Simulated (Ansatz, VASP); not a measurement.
## Two plane-wave programs on WC

```xyz
2
Lattice="2.9574 0.0000 0.0000 -1.4787 2.5612 0.0000 0.0000 0.0000 2.8845" Properties=species:S:1:pos:R:3 pbc="T T T"
W     0.0000    0.0000    0.0000
C     1.4787    0.8537    1.4422
```

Change from the starting cell: volume scaled by 1.06, PAW files.

Alike in both runs: task electric field gradients; functional PBEsol; k mesh 13 × 13 × 12; occupations fermi-dirac, width 0.05 eV; no spin polarisation.

```csv
,VASP,Ansatz
version,VASP 6.6.1,Ansatz 0.2.0
potentials or method,"VASP PAW PBE potentials, release 64 (W_sv, C)","PAW with Ansatz's default frozen-core files, scalar-relativistic"
plane-wave cutoff (eV),520,420
valence electrons in the cell,18,18
```

|  | VASP | Ansatz | Ansatz less VASP |
| --- | --- | --- | --- |
| pressure (GPa) | -20.7 | -21.7 | -0.98 |
| largest component of the traceless stress (GPa) | 2.20 | 2.41 | +0.210 |
| Vzz of the field gradient on the site that differs most (V/Å²) | -124.7 | -120.3 | +4.39 |

The functional is the same, so the differences come from potentials, cutoffs and numerics. Ansatz warned: «gradients_without_spin_orbit».

Caveats: so large a pressure means that the cell lies far from this level's equilibrium, or that cutoff or potentials fall short (VASP); the potentials were made for another functional, which shifts forces and pressure (VASP). The runs have no spin-orbit coupling, so splittings on W are missing.
